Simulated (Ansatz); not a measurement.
Input and command of a calculation in Ansatz (plane waves; scalar-relativistic PAW potentials unless the input names others):

```yaml
crystal:
  lattice:
    - [0.0298704424, 1.9913628292, 1.9913628292]
    - [1.9913628292, 0.0298704424, 1.9913628292]
    - [2.0212332716, 2.0212332716, 0.0]
  atoms:
    - { symbol: Al, position: [0.0, 0.0, 0.0] }
basis:
  ecutwfc: 420
kpoints:
  mp_grid: { grid: [1, 1, 1] }
hamiltonian:
  xc: pbe
  dispersion: d3bj
scf:
  occupations: { method: gaussian, width: 0.15 }
  max_iter: 50
output:
  forces: true
  eigenvalues: true
  stress: true
```

```bash
ansatz run input.yaml --threads 1 --pin off --max-ram 2560MiB --backend cpu --events-out ev --progress --plain --runs-dir out
```

Abridged log:
```
Pseudopotentials: kind: paw
Pseudopotential: Al, paw, valence charge 3, recommended cutoff 420 eV (normal)
Functional definition: PBE
Crystal: 1 atom, lattice volume = 15.790 Å³
Basis set: ecut = 420 eV, 323 PW (Γ), exchange–correlation on 40×40×40 points (8 copies of the dense FFT grid, shifted against one another)
Bands: 6, of which v1, the nominal top of the filled ones, is band 2 counted from 1 (1 counted from 0)
Symmetry: 8 space group operations
Space group: Immm (ITA 71), of the structure as read, at distance tolerance 2.5e-5 Å
k-points: 1
Initial density: superposition of atomic densities (neutral atoms: chi_scale 0, normalization atom), corrected by the library's trained network
Initial wavefunctions: pseudopotential atomic-orbital guess
Functional: x = pbe(κ = 0.804, μ = 0.21951497), c = pbe(β = 0.06672455)
SCF iter   1: F=—  HF=-534.873228 eV  |F-HF|=—  |Δ(HF+E_count)|=         —  Δρ=6.44e-2  dr2=3.90e-1  ethr=1.77e-3  ⟨swp⟩=5.0  Hψ=48  notcnv=0
SCF iter   2: F=—  HF=-534.947744 eV  |F-HF|=—  |Δ(HF+E_count)|=   7.45e-2  Δρ=3.24e-2  dr2=9.67e-2  ethr=1.77e-3  ⟨swp⟩=2.0  Hψ=18  notcnv=0
SCF iter   3: F=—  HF=-534.993368 eV  |F-HF|=—  |Δ(HF+E_count)|=   4.56e-2  Δρ=8.88e-4  dr2=6.79e-5  ethr=1.77e-3  ⟨swp⟩=3.0  Hψ=11  notcnv=0
SCF iter   4: F=—  HF=-534.993473 eV  |F-HF|=—  |Δ(HF+E_count)|=   1.04e-4  Δρ=8.01e-5  dr2=6.25e-7  ethr=2.26e-6  ⟨swp⟩=2.0  Hψ=7  notcnv=0
SCF iter   5: F=-534.993477 eV  HF=-534.993477 eV  |F-HF|=1.18e-9  |Δ(HF+E_count)|=   4.23e-6  Δρ=3.07e-6  dr2=7.50e-10  ethr=2.08e-8  ⟨swp⟩=3.0  Hψ=9  notcnv=0
SCF iter   6: F=-534.993477 eV  HF=-534.993477 eV  |F-HF|=1.36e-12  |Δ(HF+E_count)|=   1.36e-9  Δρ=1.22e-7  dr2=1.15e-12  ethr=2.50e-11  ⟨swp⟩=3.0  Hψ=35  notcnv=0
SCF 1 converged in 6 iterations: F = -534.993477 eV  dr2 = 1.15e-12
SCF converged after 6 iterations
Free energy (F): -534.993477 eV
Harris-Foulkes:  -534.993477 eV  (|F-HF|=1.36e-12)
Internal energy: -534.908849 eV  (E = F + TS)
E sigma→0 (E₀):  -534.951163 eV
Entropy (-TS):   -0.084628 eV (-84.628 meV/atom)
Fermi energy:    20.489682 eV
  E_disp       = -0.352180  (pairwise vdW)
--- Forces (eV/Å), atoms counted from 1 ---
  atom   1  Al     0.00000000     0.00000000     0.00000000
--- Stress (GPa, compression-positive) ---
       14.232619     152.549491       0.000000
      152.549491      14.232619       0.000000
        0.000000       0.000000     -37.965558
  P = ⅓ Tr σ = -3.1668 GPa (-31.668 kbar)
```

Problem. Find the fault.

Solution. The fault is one k-point for a small cell (kpoints.mp_grid.grid: [26, 26, 26] → [1, 1, 1], the first being the value of the sound run). Setting it back cures it. The run converged all the same, with an energy at zero smearing 2.9 eV/atom above the reference's, pressure -3.17 GPa, largest force 0.000 eV/Å, no gap on the mesh, so convergence alone doesn't show that an input is right. A reference run from the same start on usual settings converged with pressure 0.11 GPa, largest force 0.000 eV/Å, no gap on the mesh.

The run took 0.11 s on 1 thread of AMD EPYC 9R45 96-Core Processor (Zen 5) (shared host), peak memory 0.29 GiB.